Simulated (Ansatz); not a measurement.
**MgS: how the settings move a single-point run**

Question: which choices in the input matter for MgS?

Computed with Ansatz 0.2.0 (reference: DFT, PBE, all-electron PAW with datasets made for the crystal, scalar-relativistic, unless a step's input says otherwise).

**1. Starting point**

The structure is trigonal, space group R3m (No. 160). The conventional cell has a = 3.679 Å, b = 3.679 Å, c = 9.012 Å, α = 90.00°, β = 90.00°, γ = 120.00°. Mg (site symmetry 3m) has 6 S at 2.53 to 2.67 Å as nearest neighbours. S (site symmetry 3m) has 6 Mg at 2.53 to 2.67 Å as nearest neighbours.

As a file:

```
CELL_PARAMETERS angstrom
0.00000 2.60165 2.60165
2.60165 0.00000 2.60165
2.60165 2.60165 0.00000
ATOMIC_POSITIONS crystal
Mg 0.01332 0.01332 0.01332
S 0.50000 0.50000 0.50000
```

**2. Reference**

Input file input.yaml:

```yaml
crystal:
  lattice:
    - [0.0, 2.60165, 2.60165]
    - [2.60165, 0.0, 2.60165]
    - [2.60165, 2.60165, 0.0]
  atoms:
    - { symbol: Mg, position: [0.0133150116, 0.0133150116, 0.0133150116] }
    - { symbol: S, position: [0.5, 0.5, 0.5] }
kpoints:
  mp_grid: { grid: [10, 10, 10] }
scf:
  occupations: { method: fermi_dirac, width: 0.03 }
hamiltonian:
  xc: pbe
  pseudopotentials: { kind: all_electron, datasets: crystal }
output:
  forces: true
  stress: true
  eigenvalues: true
  efg: { contact_densities: true }
```

On the command line:

```console
ansatz run input.yaml --threads 1 --pin off --max-ram 2048MiB --backend cpu --events-out ev --progress --plain --runs-dir out
```

**3. Variant: preconditioner kerker_dos**

Changes to input.yaml since step 2:

```diff
@@ -12,2 +12,3 @@
   occupations: { method: fermi_dirac, width: 0.03 }
+  mixing: { preconditioner: kerker_dos }
 hamiltonian:
```

Q: Predict the outcome of this session. Wanted: for each run, ending; energy change; pressure; gap; force.

As calculated:

| run | ending | energy change | pressure (GPa) | gap (eV) | force (eV/Å) | cycles | time |
| --- | --- | --- | --- | --- | --- | --- | --- |
| reference | converged | 0 | 1.6 | 2.78 | 0.34 | 8 | 12 s |
| 1: preconditioner kerker_dos | converged | 0.0 meV/atom | 1.6 | 2.78 | 0.34 | 8 | 13 s |

Residual by cycle in the longest SCF loop of each run; runs are numbered as in the table. The quantity is the density residual dr2, in eV.

| cycle | reference | run 1 |
| --- | --- | --- |
| 1 | 1.25 | 1.25 |
| 2 | 0.0505 | 0.0505 |
| 3 | 0.00887 | 0.00887 |
| 4 | 1.3e-4 | 1.3e-4 |
| 5 | 1.5e-5 | 1.5e-5 |
| 6 | 1.1e-6 | 1.1e-6 |
| 7 | 1.4e-8 | 1.4e-8 |
| 8 | 2.7e-9 | 2.7e-9 |

Energy and cycle count are those of the reference, so the change (mixing) left the result and the number of cycles as they were.

The gaps are Kohn-Sham values of a semilocal functional, not quasiparticle or optical gaps. Such gaps usually fall short of the measured ones.
